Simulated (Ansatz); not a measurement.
**TiH: one candidate structure**

Aim: relax TiH from this start, zinc blende type (F-43m, No. 216), and see where it ends.

Method: DFT r2SCAN, scalar-relativistic, plane waves, PAW, in Ansatz 0.2.0.

### 1 Starting point

It takes space group F-43m (No. 216, cubic). The conventional cell has a = 4.379 Å, b = 4.379 Å, c = 4.379 Å, α = 90.00°, β = 90.00°, γ = 90.00°. Ti (site symmetry -43m) has 4 H at 1.90 Å as nearest neighbours. H (site symmetry -43m) has 4 Ti at 1.90 Å as nearest neighbours.

Structure file:

```
CELL_PARAMETERS angstrom
0.00000 2.18952 2.18952
2.18952 0.00000 2.18952
2.18952 2.18952 0.00000
ATOMIC_POSITIONS crystal
Ti 0.00000 0.00000 0.00000
H 0.75000 0.75000 0.75000
```

This is candidate A: zinc blende type (F-43m, No. 216).

### 2 A first look at the start (candidate A)

Contents of input.yaml:

```yaml
crystal:
  lattice:
    - [0.0, 2.1895236351, 2.1895236351]
    - [2.1895236351, 0.0, 2.1895236351]
    - [2.1895236351, 2.1895236351, 0.0]
  atoms:
    - { symbol: Ti, position: [0.0, 0.0, 0.0] }
    - { symbol: H, position: [0.75, 0.75, 0.75] }
basis:
  ecutwfc: 500
kpoints:
  mp_grid: { grid: [8, 8, 8] }
hamiltonian:
  xc: r2scan
scf:
  occupations: { method: gaussian, width: 0.1 }
  lower_state_search: "off"
output:
  forces: true
  stress: true
  eigenvalues: true
```

Started as:

```console
ansatz run input.yaml --threads 1 --pin off --max-ram 2560MiB --backend cpu --events-out ev --progress --plain --runs-dir out
```

Output, shortened:

```text
[...]
SCF converged after 6 iterations
Free energy (F): -2521.018799 eV
[...]
E sigma→0 (E₀):  -2521.014287 eV
Entropy (-TS):   -0.009024 eV (-4.512 meV/atom)
Fermi energy:    11.165030 eV
[...]
--- Forces (eV/Å), atoms counted from 1 ---
  atom   1  Ti    -0.00000000    -0.00000000     0.00000000
  atom   2  H     -0.00000000     0.00000000    -0.00000000
[...]
--- Stress (GPa, compression-positive) ---
       -5.007759       0.000000       0.000000
        0.000000      -5.007759      -0.000000
        0.000000      -0.000000      -5.007759
  P = ⅓ Tr σ = -5.0078 GPa (-50.078 kbar)
--- Band table (eV; the first three rows and the last of 29) ---
  k-point 0: bands = ["-48.1964", "-23.1567", "-23.1567", "-23.1567", "2.1112", "11.7115", "11.7115", "11.7115", "13.3910", "13.3910", "17.7046"]
[...]
```

Wall time 1 s (1 thread of Intel Xeon 6975P-C (Granite Rapids), shared host); peak memory 0.39 GiB.

The probe gives pressure -5.0 GPa, largest force 0.00 eV/Å, gap on this mesh none (metal). Stress or forces are large, so a loose relaxation on a coarse mesh comes first.

### 3 Coarse relaxation (candidate A)

input.yaml, as its differences from that of step 2:

```diff
@@ -11,3 +11,3 @@
 kpoints:
-  mp_grid: { grid: [8, 8, 8] }
+  mp_grid: { grid: [6, 6, 6] }
 hamiltonian:
@@ -21 +21,6 @@
   eigenvalues: true
+relax:
+  adjacent_minimum: "off"
+  f_tol: 0.04
+  max_steps: 70
+  cell: { stress_tol: 0.4 }
```

Started as:

```console
ansatz run input.yaml --threads 1 --pin off --max-ram 2560MiB --backend cpu --events-out ev --progress --plain --runs-dir out
```

Output:

```text
Warning: RAYON_NUM_THREADS=1 ignored (pool sized by the plan → 1); use --threads N
Engine: ansatz 0.2.0, x86_64-unknown-linux-gnu
Pseudopotentials: kind: paw
Pseudopotential: Ti, paw, valence charge 12, recommended cutoff 500 eV (meta_gga), Ti.paw.azcp
Pseudopotential: H, paw, valence charge 1, recommended cutoff 500 eV (meta_gga), H.paw.azcp
Functional definition: r2SCAN
  parameter k0 = 0.174
  parameter k1 = 0.065
  parameter a1 = 4.9479
  exchange = r2scan_x(k0 = k0, k1 = k1, a1 = a1)
  correlation = r2scan_c
Crystal: 2 atoms, lattice volume = 20.993 Å³
Basis set: ecut = 500 eV, 531 PW (Γ), exchange–correlation on 96×96×96 points (64 copies of the dense FFT grid, shifted against one another)
Bands: 11, of which v1, the nominal top of the filled ones, is band 7 counted from 1 (6 counted from 0)
Symmetry: 24 space group operations
Space group: F-43m (ITA 216), of the structure as read, at distance tolerance 2.8e-5 Å
k-points: 16 of 216 (time reversal used)
Non-local potential: Ti, projectors of the file, l = 0: 3, l = 1: 2, l = 2: 3, l = 3: 1
Non-local potential: H, projectors of the file, l = 0: 2, l = 1: 1
PAW form: soft (Blöchl's): semilocal exchange-correlation on the pseudo side does not see the compensation charge
PAW frozen core: Ti, regenerated for the run's functional (the file was generated under x = pbe(κ = 0.804, μ = 0.2195149727645171), c = pbe(β = 0.06672455060314922))
PAW one-centre angular grid: Ti, 590 points (default); XC on 160 Gauss nodes
PAW one-centre angular grid: H, 302 points (default); XC on 160 Gauss nodes
Initial density: superposition of atomic densities (neutral atoms: chi_scale 0, normalization atom), corrected by the library's trained network
Initial wavefunctions: pseudopotential atomic-orbital guess
Functional: x = r2scan, c = r2scan; τ floored in thin density (d = 2e-4 eV/Å³)
SCF iter   1: F=-2520.956354 eV  HF=-2521.009759 eV  |F-HF|=5.34e-2  |Δ(HF+E_count)|=         —  Δρ=2.04e-2  dr2=8.81e-2  dr2_τ=1.47e-2  ethr=1.77e-3  ⟨swp⟩=4.5  Hψ=949  notcnv=0
preconditioner: auto → none  [insulator: Δε(μ)=0.201 eV  Ē_g=6.715 eV  σ=0.100 eV  W_gap=0.65  n_scr=8 (ndim 8)  ℏωp=18.1 eV  f_vac=0.000  D(μ)=2.19/eV (n_scr^D=26)  ε∞_Penn≈8.3]
SCF iter   2: F=-2521.001510 eV  HF=-2521.009739 eV  |F-HF|=8.23e-3  |Δ(HF+E_count)|=   1.97e-5  Δρ=7.65e-3  dr2=9.91e-3  dr2_τ=2.26e-3  ethr=6.78e-4  ⟨swp⟩=2.9  Hψ=466  notcnv=0  defer=7
SCF iter   3: F=-2521.007150 eV  HF=-2521.006745 eV  |F-HF|=4.06e-4  |Δ(HF+E_count)|=   2.99e-3  Δρ=2.08e-3  dr2=3.69e-4  dr2_τ=8.47e-5  ethr=7.62e-5  ⟨swp⟩=3.0  Hψ=338  notcnv=0  defer=7
SCF iter   4: F=-2521.007196 eV  HF=-2521.007194 eV  |F-HF|=2.37e-6  |Δ(HF+E_count)|=   4.49e-4  Δρ=2.80e-4  dr2=1.23e-5  dr2_τ=1.12e-6  ethr=2.84e-6  ⟨swp⟩=2.9  Hψ=269  notcnv=0  defer=7
SCF iter   5: F=-2521.007199 eV  HF=-2521.007199 eV  |F-HF|=1.03e-7  |Δ(HF+E_count)|=   5.51e-6  Δρ=3.37e-5  dr2=1.62e-7  dr2_τ=1.91e-8  ethr=9.47e-8  ⟨swp⟩=2.1  Hψ=213  notcnv=0  defer=7
SCF iter   6: F=-2521.007199 eV  HF=-2521.007199 eV  |F-HF|=8.59e-9  |Δ(HF+E_count)|=   1.34e-7  Δρ=7.99e-6  dr2=9.30e-9  dr2_τ=1.12e-9  ethr=7.69e-10  ⟨swp⟩=6.3  Hψ=777  notcnv=0
SCF 1 converged in 6 iterations: F = -2521.007199 eV  dr2 = 9.30e-9
relax step   1: F+E_penalty+E_count = -2521.00719939 eV  Δ(F+E_penalty+E_count) = +0.000e0 eV  max|allowed force component| = 3.325e-18 eV/Å  Δτ_max = 0.0000 Å  P = -4.737 GPa  Ω = 20.993 Å³  (6 SCF iters, dr2 threshold 1.00e-7 eV, accepted)
Crystal: 2 atoms, lattice volume = 19.625 Å³
Initial density: handed on by an earlier stage of this run
Initial wavefunctions: those handed on with the density
iter 1 solved again at ethr=8.21e-5 eV; its pass at ethr=3.10e-3 eV (dr2=1.07e-2 eV) is discarded
SCF iter   1: F=-2521.004981 eV  HF=-2520.939659 eV  |F-HF|=6.53e-2  |Δ(HF+E_count)|=         —  Δρ=7.51e-3  dr2=1.07e-2  dr2_τ=3.24e-2  ethr=8.21e-5  ⟨swp⟩=1.0  Hψ=1147  notcnv=0
preconditioner: auto → none  [insulator: Δε(μ)=0.137 eV  Ē_g=6.978 eV  σ=0.100 eV  W_gap=0.56  n_scr=8 (ndim 8)  ℏωp=18.7 eV  f_vac=0.000  D(μ)=2.44/eV (n_scr^D=26)  ε∞_Penn≈8.2]
SCF iter   2: F=-2521.011539 eV  HF=-2521.012176 eV  |F-HF|=6.37e-4  |Δ(HF+E_count)|=   7.25e-2  Δρ=3.30e-3  dr2=1.36e-3  dr2_τ=1.58e-4  ethr=8.21e-5  ⟨swp⟩=2.0  Hψ=352  notcnv=0
SCF iter   3: F=-2521.011956 eV  HF=-2521.011920 eV  |F-HF|=3.67e-5  |Δ(HF+E_count)|=   2.56e-4  Δρ=1.21e-3  dr2=1.87e-4  dr2_τ=1.77e-5  ethr=1.04e-5  ⟨swp⟩=2.9  Hψ=314  notcnv=0
SCF iter   4: F=-2521.011986 eV  HF=-2521.011980 eV  |F-HF|=5.86e-6  |Δ(HF+E_count)|=   6.08e-5  Δρ=2.55e-4  dr2=6.84e-6  dr2_τ=1.16e-6  ethr=1.44e-6  ⟨swp⟩=2.1  Hψ=210  notcnv=0
SCF iter   5: F=-2521.011987 eV  HF=-2521.011987 eV  |F-HF|=3.04e-7  |Δ(HF+E_count)|=   6.30e-6  Δρ=5.96e-5  dr2=3.71e-7  dr2_τ=3.14e-8  ethr=5.26e-8  ⟨swp⟩=2.0  Hψ=208  notcnv=0
SCF iter   6: F=-2521.011987 eV  HF=-2521.011987 eV  |F-HF|=2.42e-9  |Δ(HF+E_count)|=   3.74e-7  Δρ=5.21e-6  dr2=2.58e-9  dr2_τ=1.91e-10  ethr=1.54e-9  ⟨swp⟩=5.0  Hψ=756  notcnv=0
SCF 2 converged in 6 iterations: F = -2521.011987 eV  dr2 = 2.58e-9
relax step   2: F+E_penalty+E_count = -2521.01198716 eV  Δ(F+E_penalty+E_count) = -4.788e-3 eV  max|allowed force component| = 2.111e-17 eV/Å  Δτ_max = 0.0000 Å  P = +4.339 GPa  Ω = 19.625 Å³  energy of the carried Pulay correction = +9.244e-4 eV  (6 SCF iters, dr2 threshold 2.00e-7 eV, accepted)
Crystal: 2 atoms, lattice volume = 20.256 Å³
iter 1 solved again at ethr=2.05e-5 eV; its pass at ethr=3.10e-3 eV (dr2=2.67e-3 eV) is discarded
SCF iter   1: F=-2521.017677 eV  HF=-2521.005477 eV  |F-HF|=1.22e-2  |Δ(HF+E_count)|=         —  Δρ=3.76e-3  dr2=2.86e-3  dr2_τ=7.54e-3  ethr=2.05e-5  ⟨swp⟩=1.0  Hψ=1129  notcnv=0
preconditioner: auto → none  [insulator: Δε(μ)=0.161 eV  Ē_g=6.659 eV  σ=0.100 eV  W_gap=0.59  n_scr=8 (ndim 8)  ℏωp=18.4 eV  f_vac=0.000  D(μ)=2.25/eV (n_scr^D=26)  ε∞_Penn≈8.7]
SCF iter   2: F=-2521.019215 eV  HF=-2521.019546 eV  |F-HF|=3.30e-4  |Δ(HF+E_count)|=   1.41e-2  Δρ=1.90e-3  dr2=5.14e-4  dr2_τ=5.86e-5  ethr=2.05e-5  ⟨swp⟩=2.1  Hψ=352  notcnv=0
SCF iter   3: F=-2521.019413 eV  HF=-2521.019409 eV  |F-HF|=4.38e-6  |Δ(HF+E_count)|=   1.37e-4  Δρ=6.89e-4  dr2=6.25e-5  dr2_τ=4.64e-6  ethr=3.96e-6  ⟨swp⟩=2.8  Hψ=277  notcnv=0
SCF iter   4: F=-2521.019422 eV  HF=-2521.019421 eV  |F-HF|=6.51e-7  |Δ(HF+E_count)|=   1.29e-5  Δρ=6.56e-5  dr2=5.30e-7  dr2_τ=1.00e-7  ethr=4.81e-7  ⟨swp⟩=2.2  Hψ=227  notcnv=0
SCF iter   5: F=-2521.019422 eV  HF=-2521.019422 eV  |F-HF|=1.38e-9  |Δ(HF+E_count)|=   6.94e-7  Δρ=4.02e-5  dr2=1.99e-7  dr2_τ=1.23e-8  ethr=1.54e-9  ⟨swp⟩=5.1  Hψ=796  notcnv=0
SCF 3 converged in 5 iterations: F = -2521.019422 eV  dr2 = 1.99e-7
relax step   3: F+E_penalty+E_count = -2521.01942208 eV  Δ(F+E_penalty+E_count) = -7.435e-3 eV  max|allowed force component| = 1.222e-17 eV/Å  Δτ_max = 0.0000 Å  P = -0.230 GPa  Ω = 20.256 Å³  energy of the carried Pulay correction = +4.903e-4 eV  (5 SCF iters, dr2 threshold 2.00e-7 eV, accepted)
Initial wavefunctions: pseudopotential atomic-orbital guess (no wavefunctions were taken with the density)
iter 1 solved again at ethr=3.53e-9 eV; its pass at ethr=3.10e-3 eV (dr2=4.59e-7 eV) is discarded
SCF iter   1: F=-2521.018935 eV  HF=-2521.018934 eV  |F-HF|=1.01e-6  |Δ(HF+E_count)|=         —  Δρ=1.05e-4  dr2=4.24e-7  dr2_τ=2.07e-6  ethr=3.53e-9  ⟨swp⟩=2.6  Hψ=1423  notcnv=0
preconditioner: auto → none  [insulator: Δε(μ)=0.162 eV  Ē_g=6.708 eV  σ=0.100 eV  W_gap=0.60  n_scr=8 (ndim 8)  ℏωp=18.4 eV  f_vac=0.000  D(μ)=2.26/eV (n_scr^D=26)  ε∞_Penn≈8.6]
SCF iter   2: F=-2521.018935 eV  HF=-2521.018935 eV  |F-HF|=2.07e-7  |Δ(HF+E_count)|=   8.51e-7  Δρ=5.16e-5  dr2=7.90e-8  dr2_τ=9.74e-8  ethr=3.26e-9  ⟨swp⟩=2.8  Hψ=274  notcnv=0
SCF iter   3: F=-2521.018935 eV  HF=-2521.018935 eV  |F-HF|=8.01e-9  |Δ(HF+E_count)|=   2.19e-7  Δρ=1.09e-5  dr2=1.56e-8  dr2_τ=3.66e-9  ethr=6.08e-10  ⟨swp⟩=2.3  Hψ=266  notcnv=0
SCF iter   4: F=-2521.018935 eV  HF=-2521.018935 eV  |F-HF|=7.09e-11  |Δ(HF+E_count)|=  2.52e-10  Δρ=1.76e-6  dr2=6.32e-10  dr2_τ=5.00e-11  ethr=9.85e-12  ⟨swp⟩=2.6  Hψ=632  notcnv=0
SCF 4 converged in 4 iterations: F = -2521.018935 eV  dr2 = 6.32e-10
relax step   4: F+E_penalty+E_count = -2521.01893538 eV  Δ(F+E_penalty+E_count) = +4.867e-4 eV  max|allowed force component| = 1.120e-17 eV/Å  Δτ_max = 0.0000 Å  P = -0.242 GPa  Ω = 20.256 Å³  stress off target by 2.42e-1 GPa  SCF on the basis re-selected at this cell (its energy is not comparable with the rows above)  (4 SCF iters)
basis re-selected at this cell: Δ(F+E_penalty+E_count) = +4.867e-4 eV, ΔP = -0.012 GPa vs the last step (what re-selecting the basis moved, of the pressure what is left beyond the Pulay correction that the steps carried, after the strain that the cell walked since its last selection, with what the two solves' SCF thresholds leave and, on support functions, any second-order correction that the steps lacked; it is no measure of the basis error at this ecutwfc). This SCF's stress stands 2.42e-1 GPa from its target on what of the cell is left free (relax.cell.stress_tol is 4.00e-1 GPa) and its largest allowed force component is 1.12e-17 eV/Å (relax.f_tol is 4.00e-2 eV/Å): within both
SCF converged after 4 iterations
Free energy (F): -2521.018935 eV
Harris-Foulkes:  -2521.018935 eV  (|F-HF|=7.09e-11)
Internal energy: -2521.007650 eV  (E = F + TS)
E sigma→0 (E₀):  -2521.013293 eV
Entropy (-TS):   -0.011285 eV (-5.643 meV/atom)
Fermi energy:    11.698867 eV
--- Per-component energies (eV) ---
  E_band       = -189.350392
  E_kinetic    = 286.684084
  E_local      = -868.198586  (includes V_loc(G=0)·N_el)
  E_nonlocal   = 8.019734
  E_hartree    = 350.433962
  E_xc         = -102.687834
  E_vxc        = -146.445687  (∫ρ·V_xc dr)
  E_paw        = -1056.841013  (= ΣΔE_a)
  E_vpaw       = -180.005578  (= ΣTr[D̂ρ^β])
  E_aug_tail   = -0.000380  (compensation charges beyond the density's cutoff)
  E_vtau       = 9.728813  (kinetic-family band-sum trace: ∫τ·v_τ [+ j·A + Jᵃ·Aᵃ] dr)
  E_ewald      = -1138.164160
  E_core_change = -0.253457  (= ΣΔE_core)
  E_smearing   = -0.011285  (= −TS)
  E_closure    = 0.000000  (closes the sum)
  Σ components = -2521.018935   (vs F -2521.018935, Δ=0.00e0)
--- Forces (eV/Å), atoms counted from 1 ---
  atom   1  Ti    -0.00000000    -0.00000000    -0.00000000
  atom   2  H     -0.00000000     0.00000000     0.00000000
  max |Σ_I F_I| component: 2.79e-17 eV/Å
--- Stress (GPa, compression-positive) ---
       -0.242257       0.000000       0.000000
        0.000000      -0.242257      -0.000000
        0.000000      -0.000000      -0.242257
  P = ⅓ Tr σ = -0.2423 GPa (-2.423 kbar)
--- Band table (eV; the first three rows and the last of 16) ---
  k-point 0: bands = ["-47.6239", "-22.5621", "-22.5621", "-22.5621", "2.4636", "12.2243", "12.2243", "12.2243", "13.9878", "13.9878", "18.3390"]
  k-point 1: bands = ["-47.6058", "-22.6804", "-22.5768", "-22.5768", "3.1115", "11.3276", "12.4543", "12.4543", "13.8837", "13.8837", "19.3698"]
  k-point 2: bands = ["-47.5695", "-22.9113", "-22.6061", "-22.6061", "4.4784", "10.4984", "12.4546", "12.4546", "14.3159", "14.3159", "19.2632"]
  k-point 15: bands = ["-47.5276", "-22.9365", "-22.7887", "-22.7225", "5.9613", "9.8723", "11.4039", "13.9602", "14.9498", "16.2131", "19.3538"]
--- Relaxed structure (3 steps of the walk, 3 accepted, 1 SCFs on fresh bases) ---
  F+E_penalty+E_count = -2521.01893538 eV   max|allowed force component| = 1.120e-17 eV/Å   (the final SCF, on the basis selected at the relaxed cell)
  cell:  # Å, volume = 20.2562 Å³
    - [-7.834134500576967e-34, 2.1635935558176196, 2.1635935558176196]
    - [2.1635935558176196, -1.0260805431243493e-32, 2.1635935558176196]
    - [2.1635935558176196, 2.1635935558176196, -6.929705964738002e-33]
  atoms:
    - { symbol: Ti, position: [3.115290365915566e-34, -9.345871097746698e-34, 2.015776119121837e-34] }
    - { symbol: H, position: [0.7499999999999999, 0.7499999999999999, 0.7499999999999999] }
```

Run time: 3.5 s. Hardware: 1 thread of Intel Xeon 6975P-C (Granite Rapids), shared host; peak memory 0.37 GiB.

The steps of the relaxation:

```csv
step,energy from step 1 (eV/cell),largest force component (eV/Å),pressure (GPa),volume (Å³)
1,0.0000,0.0000,-4.74,20.99
2,-0.0048,0.0000,4.34,19.62
3,-0.0122,0.0000,-0.23,20.26
4,-0.0117,0.0000,-0.24,20.26
```

Step 1 is the start. Step 4 repeats the geometry before it on a plane-wave basis chosen anew for that cell, so its energy need not be comparable with the rows above.

Lengths and angles in the start's conventional setting:

|  | before | after | change |
| --- | --- | --- | --- |
| a (Å) | 4.379 | 4.327 | -1.2 % |
| b (Å) | 4.379 | 4.327 | -1.2 % |
| c (Å) | 4.379 | 4.327 | -1.2 % |
| volume (Å³/atom) | 10.50 | 10.13 | -3.5 % |
| shortest distance (Å) | 1.896 | 1.874 | -1.2 % |
| space group (0.01 Å) | F-43m | F-43m | same |

The run keeps the 24 symmetry operations of the start, so it could not have lowered the symmetry.

(Part 1 of 2 ends here.)
